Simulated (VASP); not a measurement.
# Cu (Fm-3m) in VASP: a series of runs, part 2 of 3

VASP 6.6.1. Earlier steps stand in the parts before.

## 4. Single point, r2SCAN0 (volume scaled by 1.15)

Input file run.py:

```python
from ase.calculators.vasp import Vasp
from ase.dft.bandgap import bandgap
from ase.io import read

atoms = read('POSCAR')
calc = Vasp(
    directory='calc',
    pp='PBE',
    setups='recommended',
    pp_version='54',
    prec='Accurate',
    encut=520,
    ediff=1e-07,
    ismear=-1,
    sigma=0.02,
    lreal=False,
    lasph=True,
    nelm=100,
    algo='Normal',
    isif=2,
    lwave=False,
    lcharg=True,
    metagga='R2SCAN',
    lhfcalc=True,
    aexx=0.25,
    lmixtau=True,
    precfock='Fast',
    hfrcut=-1,
    lelf=True,
    lvhar=True,
    kpts=[7, 7, 7],
    gamma=True,
)
atoms.calc = calc

print('energy (eV):', atoms.get_potential_energy())
print('free energy (eV):', atoms.get_potential_energy(force_consistent=True))
print('forces (eV/A):')
print(atoms.get_forces())
print('stress (eV/A^3, Voigt):', atoms.get_stress())
print('Fermi level (eV):', calc.get_fermi_level())
gap, top, bottom = bandgap(calc)
print('band gap (eV):', gap, 'from (spin, k, band)', top, 'to', bottom)
```

Input file POSCAR:

```
Cu
1.0
    0.0000000000      1.8936988674      1.8936988674
    1.8936988674      0.0000000000      1.8936988674
    1.8936988674      1.8936988674      0.0000000000
Cu
1
Direct
    0.0000000000      0.0000000000      0.0000000000
```

Potentials or basis: VASP PAW PBE potentials, release 54 (Cu).

Launch:

```
> python run.py
```

Standard output:

```text
energy (eV): -9.30223844
free energy (eV): -9.30247606
forces (eV/A):
[[-0.  0. -0.]]
stress (eV/A^3, Voigt): [ 0.092572  0.092572  0.092572 -0.       -0.        0.      ]
Fermi level (eV): 6.24552467
band gap (eV): 0.0 from (spin, k, band) (None, None, None) to (None, None, None)
```

OUTCAR:

```text
AEXX = 0.250000
   ENCUT = 520.000000
   EDIFF = 1.00e-07
   METAGGA = R2SCAN
   PREC = Accurate
   PRECFOCK = Fast
   ISIF = 2
   ISMEAR = -1
   NELM = 100
   LASPH = .TRUE.
   LHFCALC = .TRUE.
   LREAL = .FALSE.

 ion  position               nearest neighbor table
   1  0.000  0.000  0.000-

  LATTYP: Found a face centered cubic cell.
 ALAT       =     3.7873977348

  Lattice vectors:

 A1 = (   0.0000000000,   1.8936988674,   1.8936988674)
 A2 = (   1.8936988674,   0.0000000000,   1.8936988674)
 A3 = (   1.8936988674,   1.8936988674,   0.0000000000)

Analysis of symmetry for initial positions (statically):
=====================================================================
 Subroutine PRICEL returns:
 Original cell was already a primitive cell.

 Routine SETGRP: Setting up the symmetry group for a
 face centered cubic supercell.

 Subroutine GETGRP returns: Found 48 space group operations
 (whereof 48 operations were pure point group operations)
 out of a pool of 48 trial point group operations.

The static configuration has the point symmetry O_h .

Analysis of symmetry for dynamics (positions and initial velocities):
=====================================================================
 Subroutine PRICEL returns:
 Original cell was already a primitive cell.

 Routine SETGRP: Setting up the symmetry group for a
 face centered cubic supercell.

 Subroutine GETGRP returns: Found 48 space group operations
 (whereof 48 operations were pure point group operations)
 out of a pool of 48 trial point group operations.

The dynamic configuration has the point symmetry O_h .

 Subroutine INISYM returns: Found 48 space group operations
 (whereof 48 operations are pure point group operations),
 and found     1 'primitive' translations

----------------------------------------------------------------------------------------

                                     Primitive cell

  volume of cell :      13.5820

  direct lattice vectors                    reciprocal lattice vectors
     0.000000000  1.893698867  1.893698867    -0.264033532  0.264033532  0.264033532
     1.893698867  0.000000000  1.893698867     0.264033532 -0.264033532  0.264033532
     1.893698867  1.893698867  0.000000000     0.264033532  0.264033532 -0.264033532

  length of vectors
[... 84 lines left out ...]
   TEBEG  =    0.0;   TEEND  =   0.0 temperature during run
   PSTRESS=    0.0 pullay stress
   NELECT =      11.0000    total number of electrons
   NUPDOWN=      -1.0000    fix difference up-down
   EMIN   =  10.00;   EMAX   =-10.00  energy-range for DOS
   EFERMI =   0.00;   METHOD = LEGACY
   ISMEAR =    -1;   SIGMA  =   0.02  broadening in eV -4-tet -1-fermi 0-gaus
   EFERMI_NEDOS =   21; number of points for ismear=-14 and -15
   IALGO  =     38    algorithm
   IMIX   =      1    mixing-type and parameters
     AMIX     =   0.40;   BMIX     =  1.00
     AMIX_MAG =   1.60;   BMIX_MAG =  1.00
  volume/ion in A,a.u.               =      13.58        91.66
  Fermi-wavevector in a.u.,A,eV,Ry     =   1.525989  2.883702 31.683114  2.328643
  Thomas-Fermi vector in A             =   2.634084
   LORBIT       =      0    0 simple, 1 ext, 2 COOP (PROOUT), +10 PAW based schemes
   METAGGA = R2SCAN    functional components
   LHFCALC =     T    Hartree Fock is set to
   PRECFOCK=fast      Normal, Fast or Accurate (Low or Medium for compatibility)
   ENCUT4O =  -1.0   cutoff for four orbital integrals eV
   NKREDX  =     1    reduce k-point grid by
   NKREDY  =     1    reduce k-point grid by
   NKREDZ  =     1    reduce k-point grid by
   AEXX    =    0.2500 exact exchange contribution
   HFSCREEN=    0.0000 screening length (either q_TF or 0.3 A-1)
   HFSCREENC=   0.0000 screening length for correlation (either q_TF or 0.3 A-1)
   ENCUTFOCK=  -1.0 apply spherical cutoff to Coloumb kernel
   IVDW    =     0    specifies the selected vdW correction
   LEPSILON=     F    determine dielectric tensor
   LRPA    =     F    only Hartree local field effects (RPA)
 non-spin polarized calculation
  energy-cutoff  :      520.00
  volume of cell :       13.58
 maximum number of plane-waves:       378
  NGX = 12; NGY = 12; NGZ = 12

 number of electron      11.0000014 magnetization

 Free energy of the ion-electron system (eV)
  ---------------------------------------------------
  ext. energy  EPLUGINS =         0.00000000
  ---------------------------------------------------
  free energy    TOTEN  =        -9.30247606 eV

  energy without entropy =       -9.30200082  energy(sigma->0) =       -9.30223844

 E-fermi :   6.2455     XC(G=0):  -9.8437

 val. band max:        4.5689423573   @ k =   0.4286   0.2857   0.0000
 cond. band min:       6.2522541132   @ k =   0.4286   0.4286   0.0000
 fundamental gap:      1.6833117559
 Fermi energy:         6.2455246685

 k-point     1 :       0.0000    0.0000    0.0000
  band No.  band energies     occupation
      1      -4.0414      2.00000
      2       1.1541      2.00000
      3       1.1541      2.00000
      4       1.1541      2.00000
      5       1.7937      2.00000
      6       1.7937      2.00000
      7      29.0787      0.00000
      8      31.3584      0.00000
      9      31.3584      0.00000
[... 217 lines left out ...]
 k-point    20 :      -0.2857    0.4286    0.1429
  band No.  band energies     occupation
      1       0.2299      2.00000
      2       0.5387      2.00000
      3       1.0459      2.00000
      4       1.8236      2.00000
      5       2.4806      2.00000
      6      11.5129      0.00000
      7      12.0927      0.00000
      8      14.7077      0.00000
      9      18.1719      0.00000

------------------------ aborting loop because EDIFF is reached ----------------------------------------

  FORCE on cell =-STRESS in cart. coord.  units (eV):
  Direction    XX          YY          ZZ          XY          YZ          ZX
  --------------------------------------------------------------------------------------
  -------------------------------------------------------------------------------------
  Total       -1.2573095     -1.2573095     -1.2573095      0.0000000      0.0000000      0.0000000
  in kB     -148.3166865   -148.3166865   -148.3166865      0.0000000      0.0000000      0.0000000
  external PRESSURE =    -148.3166865 kB  Pullay stress =       0.0000000 kB

 VOLUME and BASIS-vectors are now :
 -----------------------------------------------------------------------------
  energy-cutoff  :      520.00
  volume of cell :       13.58
      direct lattice vectors                 reciprocal lattice vectors
     0.000000000  1.893698867  1.893698867    -0.264033532  0.264033532  0.264033532
     1.893698867  0.000000000  1.893698867     0.264033532 -0.264033532  0.264033532
     1.893698867  1.893698867  0.000000000     0.264033532  0.264033532 -0.264033532

 POSITION                                       TOTAL-FORCE (eV/Angst)
 -----------------------------------------------------------------------------------
      0.00000      0.00000      0.00000        -0.000000      0.000000     -0.000000
 -----------------------------------------------------------------------------------
    total drift:                               -0.000000      0.000000     -0.000000

  FREE ENERGIE OF THE ION-ELECTRON SYSTEM (eV)
  ---------------------------------------------------
  free  energy   TOTEN  =        -9.3024760621 eV

  energy  without entropy=       -9.3020008248  energy(sigma->0) =       -9.30223844
```

INCAR:

```text
AEXX = 0.250000
ENCUT = 520.000000
SIGMA = 0.020000
HFRCUT = -1.000000
EDIFF = 1.00e-07
ALGO = Normal
METAGGA = R2SCAN
PREC = Accurate
PRECFOCK = Fast
ISIF = 2
ISMEAR = -1
NELM = 100
LASPH = .TRUE.
LCHARG = .TRUE.
LELF = .TRUE.
LHFCALC = .TRUE.
LVHAR = .TRUE.
LWAVE = .FALSE.
LMIXTAU = .TRUE.
LREAL = .FALSE.
```

It took 3.5 min on 1 thread of Intel Xeon 6975P-C (Granite Rapids), shared host; peak memory 0.12 GiB.

What came out:

```yaml
Free_energy: -9.3025 eV
Pressure: -14.8 GPa
Band_gap_on_the_k_mesh: none (metal or under the smearing width)
```

Caveat: the k mesh is coarse (spacing up to 0.41 Å⁻¹), so the values aren't converged, least of all with exact exchange; the PAW data sets were made with another functional, which shifts forces and pressure a little.

## 5. Relaxation of the atoms, PBE+TS (cell strained at random at fixed volume)

Input file run.py:

```python
from ase.calculators.vasp import Vasp
from ase.io import read
from ase.optimize import BFGS

atoms = read('Cu.xyz')
calc = Vasp(
    directory='calc',
    xc='pbe',
    pp='PBE',
    setups='recommended',
    prec='Accurate',
    encut=520,
    ediff=1e-06,
    ismear=0,
    sigma=0.01,
    lreal=False,
    lasph=True,
    nelm=100,
    algo='Normal',
    isif=2,
    lwave=True,
    lcharg=False,
    ivdw=2,
    kpts=[13, 13, 13],
    gamma=True,
)
atoms.calc = calc
opt = BFGS(atoms, trajectory='relax.traj')
converged = opt.run(fmax=0.01, steps=40)
print('converged:', converged)

print('energy (eV):', atoms.get_potential_energy())
print('free energy (eV):', atoms.get_potential_energy(force_consistent=True))
print('forces (eV/A):')
print(atoms.get_forces())
print('stress (eV/A^3, Voigt):', atoms.get_stress())
print('Fermi level (eV):', calc.get_fermi_level())
print('cell (A, degrees):', atoms.cell.cellpar())
print('volume (A^3):', atoms.get_volume())
print('scaled positions:')
print(atoms.get_scaled_positions())
```

Input file Cu.xyz:

```xyz
1
Lattice="-0.0237560000 1.7982700000 1.7788070000 1.7963990000 -0.0253320000 1.7803840000 1.8034850000 1.8069320000 -0.0324180000" Properties=species:S:1:pos:R:3 pbc="T T T"
Cu     0.0090173523      0.0026310929      0.0007940837
```

Potentials or basis: VASP PAW PBE potentials, release 64 (Cu).

Launch:

```
> python run.py
```

Standard output:

```text
Step     Time          Energy          fmax
BFGS:    0       -4.314824        0.000000
converged: True
energy (eV): -4.314821049999999
free energy (eV): -4.31482388
forces (eV/A):
[[0. 0. 0.]]
stress (eV/A^3, Voigt): [ 0.05359664  0.05440076  0.05141994 -0.01036133 -0.00924091 -0.00364203]
Fermi level (eV): 7.75999653
cell (A, degrees): [ 2.5295244   2.52931972  2.55315732 60.94409928 60.81919219 61.23594482]
volume (A^3): 11.810407442262711
scaled positions:
[[0.998494 0.002005 0.002983]]
```

OUTCAR:

```text
ENCUT = 520.000000
   EDIFF = 1.00e-06
   GGA = PE
   PREC = Accurate
   ISIF = 2
   ISMEAR = 0
   NELM = 100
[... 743 lines left out ...]
 -----------------------------------------------------------------------------------
     -0.01474      1.80090      1.77960         0.000000      0.000000      0.000000
 -----------------------------------------------------------------------------------
    total drift:                                0.000040     -0.000026     -0.000010

  FREE ENERGIE OF THE ION-ELECTRON SYSTEM (eV)
  ---------------------------------------------------
  free  energy   TOTEN  =        -4.3148238770 eV

  energy  without entropy=       -4.3148182141  energy(sigma->0) =       -4.31482105
```

INCAR:

```text
ENCUT = 520.000000
SIGMA = 0.010000
EDIFF = 1.00e-06
ALGO = Normal
GGA = PE
PREC = Accurate
ISIF = 2
ISMEAR = 0
NELM = 100
IVDW = 2
LASPH = .TRUE.
LCHARG = .FALSE.
LWAVE = .TRUE.
LREAL = .FALSE.
```

Run time: 49 s. Hardware: 1 thread of Intel Xeon 6975P-C (Granite Rapids), shared host; peak memory 0.22 GiB.

Results:

```yaml
Free_energy: -4.3148 eV
Pressure_after_relaxing: -8.5 GPa
Band_gap_on_the_k_mesh: none (metal or under the smearing width)
Dispersion_energy_per_atom: -0.590 eV
```

Final structure:
```
Cu
1.0
    -0.02376    1.79827    1.77881
     1.79640   -0.02533    1.78038
     1.80349    1.80693   -0.03242
Cu
1
Direct
  0.99849 0.00200 0.00298
```

Levels at points of the mesh, in eV from the Fermi level:
```tsv
k point	band 4	band 5	band 6	band 7	band 8	band 9
(0.00, 0.00, 0.00)	-3.12	-2.41	-2.36	22.34	24.57	24.83
```

Caveat: the relaxation stopped at its first step, so nothing moved; atom-pairwise D2, TS and ULG terms overbind metals; pairwise dispersion overbinds metals, which lowers pressure and volume.

(Part 2 of 3 ends here.)
